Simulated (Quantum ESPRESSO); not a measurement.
# Bi2Se3 (Paraguanajuatite) (R-3m) in Quantum ESPRESSO: a series of runs

Runs on Bi2Se3 (Paraguanajuatite). Level: PBE. Tasks: single point, equation of state.

Everything below comes from runs of Quantum ESPRESSO 7.5. Logs are shortened: lines on timing, memory, paths and dates and some standing lists are left out, and cuts for length are marked.

## 1. The crystal as given

The structure is trigonal, space group R-3m (No. 166). The conventional cell has a = 4.143 Å, b = 4.143 Å, c = 28.636 Å, α = 90.00°, β = 90.00°, γ = 120.00°. Around Bi (site symmetry 3m) lie 6 Se at 2.85 to 3.07 Å. Se (site symmetry 3m) has 3 Bi at 2.85 Å as nearest neighbours. Se (site symmetry -3m) is surrounded by 6 Bi at 3.07 Å.

## 2. Single point, PBE, 26.68 Å³/atom

Input file pw.in:

```
&CONTROL
  calculation = 'scf'
  prefix = 'pwscf'
  outdir = './tmp'
  pseudo_dir = './pseudo'
  tprnfor = .true.
  tstress = .true.
  disk_io = 'nowf'
/
&SYSTEM
  ibrav = 0
  nat = 5
  ntyp = 2
  ecutwfc = 45
  ecutrho = 360
  nbnd = 33
  occupations = 'smearing'
  smearing = 'fd'
  degauss = 0.00367493
/
&ELECTRONS
  conv_thr = 1d-09
  electron_maxstep = 120
  mixing_beta = 0.5
/
ATOMIC_SPECIES
Bi   208.9804 bi_pbe_v1.uspp.F.UPF
Se    78.9710 se_pbe_v1.uspp.F.UPF
CELL_PARAMETERS angstrom
   2.0292126242    1.1715664548    9.3504759364
  -2.0292126242    1.1715664548    9.3504759364
   0.0000000000   -2.3431329097    9.3504759364
ATOMIC_POSITIONS crystal
Bi     0.5992000000    0.5992000000    0.5992000000
Bi     0.4008000000    0.4008000000    0.4008000000
Se     0.7883000000    0.7883000000    0.7883000000
Se     0.2117000000    0.2117000000    0.2117000000
Se     0.0000000000    0.0000000000    0.0000000000
K_POINTS automatic
8 8 8 0 0 0
```

Potentials or basis: GBRV 1.5 PBE.

Launch:

```sh
$ OMP_NUM_THREADS=1 mpirun -n 2 pw.x -nk 2 -in pw.in > pw.out
```

pw.out:

```text
This program is part of the open-source Quantum ESPRESSO suite
     for quantum simulation of materials; please cite
[... 6 lines left out ...]
     using ibrav=0 with symmetry is DISCOURAGED, use correct ibrav instead

     K-points division:     npool     =       2
     Subspace diagonalization in iterative solution of the eigenvalue problem:
     a serial algorithm will be used

     G-vector sticks info
     --------------------
     sticks:   dense  smooth     PW     G-vecs:    dense   smooth      PW
     Sum        3909    1957    619               103745    36771    6505

     Using Slab Decomposition

     bravais-lattice index     =            0
     lattice parameter (alat)  =      18.2162  a.u.
     unit-cell volume          =     900.0695 (a.u.)^3
     number of atoms/cell      =            5
     number of atomic types    =            2
     number of electrons       =        48.00
     number of Kohn-Sham states=           33
     kinetic-energy cutoff     =      45.0000  Ry
     charge density cutoff     =     360.0000  Ry
     scf convergence threshold =      1.0E-09
     mixing beta               =       0.5000
     number of iterations used =            8  plain     mixing
     Exchange-correlation= SLA  PW   PBE  PBE
                           (   1   4   3   4   0   0   0)

     celldm(1)=  18.216183  celldm(2)=   0.000000  celldm(3)=   0.000000
     celldm(4)=   0.000000  celldm(5)=   0.000000  celldm(6)=   0.000000

     crystal axes: (cart. coord. in units of alat)
               a(1) = (   0.210508   0.121537   0.970008 )
               a(2) = (  -0.210508   0.121537   0.970008 )
               a(3) = (   0.000000  -0.243074   0.970008 )

     reciprocal axes: (cart. coord. in units 2 pi/alat)
               b(1) = (  2.375204  1.371325  0.343640 )
               b(2) = ( -2.375204  1.371325  0.343640 )
               b(3) = (  0.000000 -2.742650  0.343640 )

     PseudoPot. # 1 for Bi read from file:
     bi_pbe_v1.uspp.F.UPF
     Pseudo is Ultrasoft + core correction, Zval = 15.0
     Generated by new atomic code, or converted to UPF format
     Using radial grid of  899 points,  6 beta functions with:
                l(1) =   0
                l(2) =   0
                l(3) =   1
                l(4) =   1
                l(5) =   2
                l(6) =   2
     Q(r) pseudized with  6 coefficients,  rinner =    1.000   1.000   1.000
                                                       1.000   1.000

     PseudoPot. # 2 for Se read from file:
     se_pbe_v1.uspp.F.UPF
     Pseudo is Ultrasoft + core correction, Zval =  6.0
     Generated by new atomic code, or converted to UPF format
     Using radial grid of  877 points,  6 beta functions with:
                l(1) =   0
                l(2) =   0
                l(3) =   1
                l(4) =   1
                l(5) =   2
                l(6) =   2
     Q(r) pseudized with  8 coefficients,  rinner =    1.300   1.300   1.300
                                                       1.300   1.300

     atomic species   valence    mass     pseudopotential
     Bi               15.00   208.98040     Bi( 1.00)
     Se                6.00    78.97100     Se( 1.00)

     12 Sym. Ops., with inversion, found

   Cartesian axes

     site n.     atom                  positions (alat units)
         1        Bi     tau(   1) = (   0.0000000  -0.0000000   1.7436860  )
         2        Bi     tau(   2) = (   0.0000000  -0.0000000   1.1663373  )
         3        Se     tau(   3) = (  -0.0000000  -0.0000000   2.2939714  )
         4        Se     tau(   4) = (  -0.0000000  -0.0000000   0.6160519  )
         5        Se     tau(   5) = (   0.0000000   0.0000000   0.0000000  )

     number of k points=    65  Fermi-Dirac smearing, width (Ry)=  0.0037
                       cart. coord. in units 2pi/alat
        k(    1) = (   0.0000000   0.0000000   0.0000000), wk =   0.0039062
        k(    2) = (   0.0000000  -0.3428312   0.0429550), wk =   0.0234375
        k(    3) = (   0.0000000  -0.6856624   0.0859100), wk =   0.0234375
        k(    4) = (   0.0000000  -1.0284936   0.1288649), wk =   0.0234375
        k(    5) = (   0.0000000   1.3713248  -0.1718199), wk =   0.0117188
        k(    6) = (  -0.2969005  -0.1714156   0.0859100), wk =   0.0234375
[... 57 lines left out ...]
        k(   64) = (   2.0783037   0.8570780  -0.1718199), wk =   0.0234375
        k(   65) = (   0.0000000   0.0000000  -0.5154598), wk =   0.0039062

     Dense  grid:   103745 G-vectors     FFT dimensions: ( 120, 120, 120)

     Smooth grid:    36771 G-vectors     FFT dimensions: (  80,  80,  80)

     Initial potential from superposition of free atoms

     starting charge      45.9997, renormalised to      48.0000

     negative rho (up, down):  8.672E-02 0.000E+00
     Starting wfcs are   30 randomized atomic wfcs +    3 random wfcs

     Self-consistent Calculation

     iteration #  1     ecut=    45.00 Ry     beta= 0.50
     Davidson diagonalization with overlap
     ethr =  1.00E-02,  avg # of iterations =  6.8

     negative rho (up, down):  8.144E-02 0.000E+00
[... 37 lines left out ...]
     total energy              =    -501.47388296 Ry
     estimated scf accuracy    <       0.00058058 Ry

     iteration #  6     ecut=    45.00 Ry     beta= 0.50
     Davidson diagonalization with overlap
     c_bands:  1 eigenvalues not converged
     ethr =  1.21E-06,  avg # of iterations =  4.6

     negative rho (up, down):  8.357E-02 0.000E+00

     total energy              =    -501.47396590 Ry
     estimated scf accuracy    <       0.00004746 Ry
[... 37 lines left out ...]
     iteration # 11     ecut=    45.00 Ry     beta= 0.50
     Davidson diagonalization with overlap
     ethr =  3.91E-12,  avg # of iterations =  2.5

     negative rho (up, down):  8.362E-02 0.000E+00

     End of self-consistent calculation

          k = 0.0000 0.0000 0.0000 (  4609 PWs)   bands (ev):

   -14.3631 -14.3631 -14.3605 -14.3605 -14.3488 -14.3455 -14.3351 -14.3351
   -14.3313 -14.3313  -6.1209  -5.3142  -4.3565  -0.7295   0.1361   6.5032
     6.6101   6.7709   6.7709   6.7922   6.7922   7.4793   7.4793   8.8900
     9.0521  10.2096  10.2096  10.9951  11.6591  11.6591  14.5804  15.7807
    15.9011
[... 323 lines left out ...]
   -14.3768 -14.3734 -14.3607 -14.3501 -14.3416 -14.3382 -14.3301 -14.3293
   -14.3245 -14.3227  -3.9058  -3.8542  -3.7736  -2.2429  -2.1128   3.5205
     3.9648   4.3541   4.4921   5.1292   5.6802   7.1411   7.7548   8.1998
    10.4114  10.8990  11.4704  13.0255  13.3902  13.9139  14.0646  15.9070
    16.2461

          k = 1.4845-0.1714-0.1718 (  4604 PWs)   bands (ev):

   -14.3770 -14.3734 -14.3605 -14.3502 -14.3416 -14.3382 -14.3301 -14.3293
   -14.3247 -14.3225  -3.9254  -3.8165  -3.7935  -2.2449  -2.1019   3.2766
     3.9400   4.0693   5.0910   5.6745   6.0211   6.4478   7.4551   7.5164
    11.1649  11.5409  12.0447  12.7075  12.7828  13.3877  14.6825  14.8123
    15.9507
[... 171 lines left out ...]
   -14.3631 -14.3631 -14.3604 -14.3604 -14.3485 -14.3457 -14.3351 -14.3351
   -14.3312 -14.3312  -5.9505  -5.6800  -4.0197  -1.2719   0.6262   5.8754
     6.6553   6.6553   7.0507   7.0507   7.2812   7.2868   7.2868   8.4166
     9.4452  10.5526  10.5526  11.0015  11.2747  11.2747  14.5209  15.4293
    15.4293

     the Fermi energy is     8.9717 ev

!    total energy              =    -501.47400712 Ry
     estimated scf accuracy    <          1.3E-10 Ry
     smearing contrib. (-TS)   =      -0.00002017 Ry
     internal energy E=F+TS    =    -501.47398695 Ry

     The total energy is F=E-TS. E is the sum of the following terms:
     one-electron contribution =    -123.71202838 Ry
     hartree contribution      =      89.72557854 Ry
     xc contribution           =    -218.54091526 Ry
     ewald contribution        =    -248.94662186 Ry

     convergence has been achieved in  11 iterations

     negative rho (up, down):  8.362E-02 0.000E+00

     Forces acting on atoms (cartesian axes, Ry/au):

     atom    1 type  1   force =     0.00000000   -0.00000000    0.01441541
     atom    2 type  1   force =    -0.00000000    0.00000000   -0.01441541
     atom    3 type  2   force =    -0.00000000   -0.00000000    0.02686682
     atom    4 type  2   force =     0.00000000    0.00000000   -0.02686682
     atom    5 type  2   force =    -0.00000000   -0.00000000    0.00000000

     Total force =     0.043119     Total SCF correction =     0.000037

     Computing stress (Cartesian axis) and pressure

     negative rho (up, down):  8.362E-02 0.000E+00
          total   stress  (Ry/bohr**3)                   (kbar)     P=       71.94
   0.00049079  -0.00000000  -0.00000000           72.20       -0.00       -0.00
   0.00000000   0.00049079   0.00000000            0.00       72.20        0.00
  -0.00000000   0.00000000   0.00048554           -0.00        0.00       71.43

=------------------------------------------------------------------------------=
   JOB DONE.
=------------------------------------------------------------------------------=
```

Run time: 8.8 min. Hardware: 2 MPI ranks of Arm Neoverse V1, shared host; peak memory 0.98 GiB.

What came out:

```
Free energy            : -6822.9014 eV
Pressure               : 7.2 GPa
Largest force          : 0.691 eV/Å
Band gap on the k mesh : 0.16 eV, direct
```

Caveat: spin-orbit coupling is left out, which as a rule narrows the gap of such compounds by several tenths of an eV.

## 3. Single point, PBE, 27.24 Å³/atom

Edit pw.in of step 2 so:

```diff
@@ -29,5 +29,5 @@
 CELL_PARAMETERS angstrom
-   2.0292126242    1.1715664548    9.3504759364
-  -2.0292126242    1.1715664548    9.3504759364
-   0.0000000000   -2.3431329097    9.3504759364
+   2.0435033248    1.1798171946    9.4163265280
+  -2.0435033248    1.1798171946    9.4163265280
+   0.0000000000   -2.3596343894    9.4163265280
 ATOMIC_POSITIONS crystal
```

Potentials or basis: GBRV 1.5 PBE.

Launch:

```sh
$ OMP_NUM_THREADS=1 mpirun -n 2 pw.x -nk 2 -in pw.in > pw.out
```

Wall time 9 min (2 MPI ranks of Arm Neoverse V1, shared host); peak memory 0.98 GiB.

The run converged. Its results:

```
Free energy            : -6823.0146 eV
Pressure               : 5.4 GPa
Largest force          : 0.502 eV/Å
Band gap on the k mesh : 0.18 eV, direct
```

Caveat: spin-orbit coupling is left out, which as a rule narrows the gap of such compounds by several tenths of an eV.

## 4. Single point, PBE, 27.81 Å³/atom

Edit pw.in of step 3 so:

```diff
@@ -29,5 +29,5 @@
 CELL_PARAMETERS angstrom
-   2.0435033248    1.1798171946    9.4163265280
-  -2.0435033248    1.1798171946    9.4163265280
-   0.0000000000   -2.3596343894    9.4163265280
+   2.0575968965    1.1879541221    9.4812687632
+  -2.0575968965    1.1879541221    9.4812687632
+   0.0000000000   -2.3759082442    9.4812687632
 ATOMIC_POSITIONS crystal
```

Launch:

```sh
$ OMP_NUM_THREADS=1 mpirun -n 2 pw.x -nk 2 -in pw.in > pw.out
```

Wall time 9.1 min (2 MPI ranks of Arm Neoverse V1, shared host); peak memory 0.98 GiB.

The run converged. Its results:

* Free energy: -6823.0981 eV
* Pressure: 3.8 GPa
* Largest force: 0.326 eV/Å
* Band gap on the k mesh: 0.20 eV, direct

Caveat: spin-orbit coupling is left out, which as a rule narrows the gap of such compounds by several tenths of an eV.

## 5. Single point, PBE, 28.38 Å³/atom

Edit pw.in of step 4 so:

```diff
@@ -29,5 +29,5 @@
 CELL_PARAMETERS angstrom
-   2.0575968965    1.1879541221    9.4812687632
-  -2.0575968965    1.1879541221    9.4812687632
-   0.0000000000   -2.3759082442    9.4812687632
+   2.0715000000    1.1959810826    9.5453333333
+  -2.0715000000    1.1959810826    9.5453333333
+   0.0000000000   -2.3919621653    9.5453333333
 ATOMIC_POSITIONS crystal
```

Launch:

```sh
$ OMP_NUM_THREADS=1 mpirun -n 2 pw.x -nk 2 -in pw.in > pw.out
```

Run time: 9 min. Hardware: 2 MPI ranks of Arm Neoverse V1, shared host; peak memory 1 GiB.

Results (log left out):

```yaml
Free_energy: -6823.1548 eV
Pressure: 2.4 GPa
Largest_force: 0.167 eV/Å
Band_gap_on_the_k_mesh: 0.22 eV, direct
```

Caveat: spin-orbit coupling is left out, which as a rule narrows the gap of such compounds by several tenths of an eV.

## 6. Single point, PBE, 28.95 Å³/atom

Edit pw.in of step 5 so:

```diff
@@ -29,5 +29,5 @@
 CELL_PARAMETERS angstrom
-   2.0715000000    1.1959810826    9.5453333333
-  -2.0715000000    1.1959810826    9.5453333333
-   0.0000000000   -2.3919621653    9.5453333333
+   2.0852189429    1.2039017179    9.6085493036
+  -2.0852189429    1.2039017179    9.6085493036
+   0.0000000000   -2.4078034360    9.6085493036
 ATOMIC_POSITIONS crystal
```

Potentials or basis: GBRV 1.5 PBE.

Launch:

```sh
$ OMP_NUM_THREADS=1 mpirun -n 2 pw.x -nk 2 -in pw.in > pw.out
```

Run time: 9 min. Hardware: 2 MPI ranks of Arm Neoverse V1, shared host; peak memory 1 GiB.

The run converged. Its results:

* Free energy: -6823.1875 eV
* Pressure: 1.1 GPa
* Largest force: 0.107 eV/Å
* Band gap on the k mesh: 0.23 eV, direct

Caveat: spin-orbit coupling is left out, which as a rule narrows the gap of such compounds by several tenths of an eV.

## 7. Equation of state, PBE

This step only gathers the single runs of the series.

What came out:

```yaml
Equilibrium_volume: "29.54 Å³/atom (rough: see the caveat)"
Bulk_modulus_at_fixed_shape_and_positions: 57 GPa (rough)
```

Energy against volume, from the lowest point:
| volume (Å³/atom) | energy (meV/atom) |
| --- | --- |
| 26.675 | 57.21 |
| 27.243 | 34.58 |
| 27.810 | 17.88 |
| 28.378 | 6.54 |
| 28.946 | 0.00 |

Caveat: the minimum lies outside the volumes run; the cell was scaled at fixed shape and fractional positions, which overstates the stiffness of a crystal with free parameters, most of all of layers and chains; spin-orbit coupling is left out, which moves the levels of the heavy elements.
